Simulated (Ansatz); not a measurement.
The system is KTaO3.

```
Ta K O
1.0
     3.98830    0.00000    0.00000
     0.00000    3.98830    0.00000
     0.00000    0.00000    3.98830
Ta K O
1 1 3
Direct
  0.00000 0.00000 0.00000
  0.50000 0.50000 0.50000
  0.00000 0.00000 0.50000
  0.00000 0.50000 0.00000
  0.50000 0.00000 0.00000
```

```yaml
Program: Ansatz 0.2.0
Task: relaxation of cell and atoms
Functional: PBE
Potentials_or_basis: Ansatz PAW
Cutoff: "420 eV (not typed: the program's choice for these potentials)"
k_mesh: 7 × 7 × 7
Occupations: fermi-dirac, width 0.05 eV
Spin: no spin polarisation
```

At the start: volume 12.69 Å³/atom.

**Question.** Where does the relaxation end?

**Answer.** It ends after 6 steps and the volume is 13.04 Å³/atom (+2.7 %); space group Pm-3m (No. 221, to 0.05 Å).

The path:
| step | energy change (eV) | largest force (eV/Å) | volume (Å³) |
| --- | --- | --- | --- |
| 1 | 0.0000 | 0.0000 | 63.44 |
| 2 | -0.0191 | 0.0000 | 65.51 |
| 3 | -0.0219 | 0.0000 | 65.13 |
| 4 | -0.0288 | 0.0000 | 65.13 |
| 5 | -0.0286 | 0.0000 | 65.18 |
| 6 | -0.0286 | 0.0000 | 65.18 |

Final structure:
```
CELL_PARAMETERS angstrom
4.02438 0.00000 0.00000
0.00000 4.02438 0.00000
0.00000 0.00000 4.02438
ATOMIC_POSITIONS crystal
Ta 0.00000 0.00000 0.00000
K 0.50000 0.50000 0.50000
O 0.00000 0.00000 0.50000
O 0.00000 0.50000 0.00000
O 0.50000 0.00000 0.00000
```

Caveat: the plane-wave basis is chosen anew once the cell has moved, so the energies of steps on either side of that aren't comparable; the pressure holds a Pulay correction of +0.5 GPa for the finite cutoff.
